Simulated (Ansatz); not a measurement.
Runs of Ansatz 0.2.0 on Al. It takes space group Fm-3m (No. 225, cubic). Conventional cell: a = 4.050 Å, b = 4.050 Å, c = 4.050 Å, α = 90.00°, β = 90.00°, γ = 90.00°. Al (site symmetry m-3m) is surrounded by 12 Al at 2.86 Å. 

```csv
task,level,potentials or basis,cell,k mesh,cutoff (eV),points for each segment of the path,mesh quality,gap on the mesh (eV),pressure (GPa),V0 of scaled cells (Å³/atom),B0 (GPa)
equation of state,LDA,JTH PAW LDA,as given,11 × 11 × 11,570,-,not flagged,-,-,(b),86
relaxation of cell and atoms,BLYP,Ansatz PAW,relaxed,11 × 11 × 11,420,-,not flagged,-,0.0,-,-
single point,PBE,Ansatz PAW,as given,4 × 4 × 4,420,-,coarse,none,0.3,-,-
band structure,PBE,Ansatz PAW earlier set,as given,11 × 11 × 11,900,14,not flagged,none,-0.4,-,-
single point,PBE,Ansatz PAW,as given,11 × 11 × 11,500,-,not flagged,none,-0.4,-,-
equation of state,BPBE,Ansatz PAW,as given,11 × 11 × 11,420,-,not flagged,-,-,16.65,76
band structure,PBE,PseudoDojo standard (PBE files),as given,11 × 11 × 11,544,14,not flagged,none,(a),-,-
```

Alike in all rows: no spin polarisation; smearing fermi-dirac 0.05 eV.

Estimate the missing entries.

(a) -0.7; (b) 15.81.

Caveats: some runs use coarse meshes; the plane-wave basis is chosen anew once the cell has moved, so the energies of steps on either side of that aren't comparable (some runs); the PAW data sets come from PBE, with cores solved anew for the run's functional, which leaves a small shift of forces and pressure (some runs); the potentials were made for another functional, which shifts forces and pressure (some runs).

A gap of «none» marks a metal or a gap under the smearing width.

The runs don't all hold the same shells in valence.
